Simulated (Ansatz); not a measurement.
**Cubic perovskite LaAlO₃ (cubic high-temperature phase)**

Method: r²SCAN in Ansatz (PAW).

Run with plane-wave cutoff 560 eV, 10×10×10 k mesh, Fermi–Dirac smearing 0.01 eV, scalar-relativistic PAW data made under PBE.

Cell (measured lattice):

```cif
data_AlLaO3
_chemical_formula_sum 'La1 Al1 O3'
_space_group_name_H-M_alt 'P 1'
_space_group_IT_number 1
_cell_length_a 3.81000
_cell_length_b 3.81000
_cell_length_c 3.81000
_cell_angle_alpha 90.000
_cell_angle_beta 90.000
_cell_angle_gamma 90.000
loop_
_space_group_symop_operation_xyz
  'x, y, z'
loop_
_atom_site_label
_atom_site_type_symbol
_atom_site_fract_x
_atom_site_fract_y
_atom_site_fract_z
_atom_site_occupancy
La1 La 0.00000 0.00000 0.00000 1
Al1 Al 0.50000 0.50000 0.50000 1
O1 O 0.50000 0.00000 0.50000 1
O2 O 0.00000 0.50000 0.50000 1
O3 O 0.50000 0.50000 0.00000 1
```

```yaml
band_gap: 3.98 eV
smallest_direct_gap_on_the_k_points_sampled: 4.12 eV
```

Note: held by symmetry at 0 K, a high-temperature phase can be a saddle point; cell and atoms aren't relaxed at this level (pressure -3.7 GPa).

Spin–orbit coupling is not included.

Static lattice: no zero-point or thermal effects.

It cost roughly 11 core-seconds of CPU time.

Ansatz is a program for electronic structure.
